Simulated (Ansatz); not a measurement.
# Al3P3H2: the cost of one run

Program: Ansatz 0.2.0. Level of theory: DFT r2SCAN, scalar-relativistic, plane waves, PAW. These are calculated values, not measurements.

The COD entry's cell or inner coordinates are ideal or old and differ from later refinements, so a difference from it is no clean test against experiment.

5 further runs of the same task are left out: 1 that didn't finish, 4 set aside as unsound or not needed.

**1. The structure to begin with**

The structure is orthorhombic, space group Pmm2 (No. 25). Conventional cell: a = 3.874 Å, b = 3.874 Å, c = 23.848 Å, α = 90.00°, β = 90.00°, γ = 90.00°. P (site symmetry mm2) is surrounded by 2 Al at 2.37 Å. Around Al (site symmetry mm2) lie 4 P at 2.37 Å. Around P (site symmetry mm2) lie 4 Al at 2.34 to 2.37 Å. Al (site symmetry mm2) has 4 P at 2.34 to 2.41 Å in its first shell of neighbours. P (site symmetry mm2) has 4 Al at 2.37 to 2.41 Å in its first shell of neighbours. Around Al (site symmetry mm2) lie 2 P at 2.37 Å.

As a file:

```cif
data_structure
_symmetry_space_group_name_H-M 'P 1'
_symmetry_Int_Tables_number 1
_cell_length_a 3.8739
_cell_length_b 3.8739
_cell_length_c 23.8482
_cell_angle_alpha 90.000
_cell_angle_beta 90.000
_cell_angle_gamma 90.000
_cell_volume 357.89
loop_
_atom_site_label
_atom_site_type_symbol
_atom_site_fract_x
_atom_site_fract_y
_atom_site_fract_z
_atom_site_occupancy
P1 P 0.00000 0.50000 0.35642 1
Al1 Al 0.50000 0.50000 0.41385 1
P2 P 0.50000 0.00000 0.47128 1
Al2 Al 0.00000 0.00000 0.52645 1
P3 P 0.00000 0.50000 0.58639 1
Al3 Al 0.50000 0.50000 0.64357 1
```

Planes are indexed in the bulk's conventional cell (F-43m (No. 216)), a = 5.479 Å, b = 5.479 Å, c = 5.479 Å, α = 90.00°, β = 90.00°, γ = 90.00°.

It is a (100) slab, 6.8 Å thick as cut, with 17 Å of vacuum; its outer planes are Al (top) and P (bottom). An earlier relaxation, lower half held, gave -3898.2912 eV, work function 4.83 eV (top face), 6.70 eV (bottom face), dipole along +c 0.155 e·Å per cell.

**2. Start: H2, top (Al)**

input.yaml reads:

```yaml
crystal:
  lattice:
    - [3.8738995432, 0.0, 0.0]
    - [0.0, 3.8738995432, 0.0]
    - [0.0, 0.0, 25.8481515916]
  atoms:
    - { symbol: P, position: [0.0, 0.5, 0.3288436301] }
    - { symbol: Al, position: [0.5, 0.5, 0.3818311837] }
    - { symbol: P, position: [0.5, 0.0, 0.4348187373] }
    - { symbol: Al, position: [0.0, 0.0, 0.485716154] }
    - { symbol: P, position: [0.0, 0.5, 0.5410221573] }
    - { symbol: Al, position: [0.5, 0.5, 0.5937737567] }
    - { symbol: H, position: [0.5, 0.5, 0.6757912268] }
    - { symbol: H, position: [0.4112026997, 0.3279613309, 0.6757912268] }
basis:
  ecutwfc: 500
kpoints:
  mp_grid: { grid: [7, 7, 1] }
hamiltonian:
  xc: r2scan
scf:
  occupations: { method: gaussian, width: 0.05 }
output:
  forces: true
  eigenvalues: true
  write_density: true
  write_potential: true
  elf: true
  volumetric_format: npy
relax:
  adjacent_minimum: "off"
  f_tol: 0.03
  max_steps: 70
  constraints: [{ sites: [0, 1, 2] }]
efield:
  axis: 3
  dipole_correction: true
  ramp_width: 0.04
```

Run with:

```console
ansatz run input.yaml --threads 4 --pin off --max-ram 10240MiB --backend cpu --events-out ev --progress --plain --runs-dir out
```

**Question.** How long does this run take on 4 threads of Intel Xeon Platinum 8488C (Sapphire Rapids), shared host, and how much memory does it need?

About 5.6 min, with a peak of 1.6 GiB.
